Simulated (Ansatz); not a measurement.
I:

```
I
1.0
     0.00000    2.36560    3.90984
     2.19225    0.00000    3.90984
     2.19225    2.36560    0.00000
I
1
Cartesian
  0.0000 0.0000 0.0000
```

Base run:

* Program: Ansatz 0.2.0
* Functional: PBEsol
* Potentials or basis: Ansatz PAW
* Cutoff: 420 eV
* Density cutoff: 1680 eV
* k mesh: 7 × 7 × 7
* Occupations: fermi-dirac, width 0.05 eV
* Spin: spin-orbit coupling, no magnetisation

Its results: band gap on the k mesh none (metal or under the smearing width); pressure -0.8 GPa.

Question: The run is repeated on the same cell with these changes: functional from PBEsol to LDA. What comes out?

Answer: Band gap on the k mesh none (metal or under the smearing width); pressure -1.7 GPa.

LDA binds more tightly than PBEsol, so the same cell stands under less pressure.

Caveats: the PAW data sets come from PBE, with cores solved anew for the run's functional, which leaves a small shift of forces and pressure.

Not every run made on this cell is shown here.
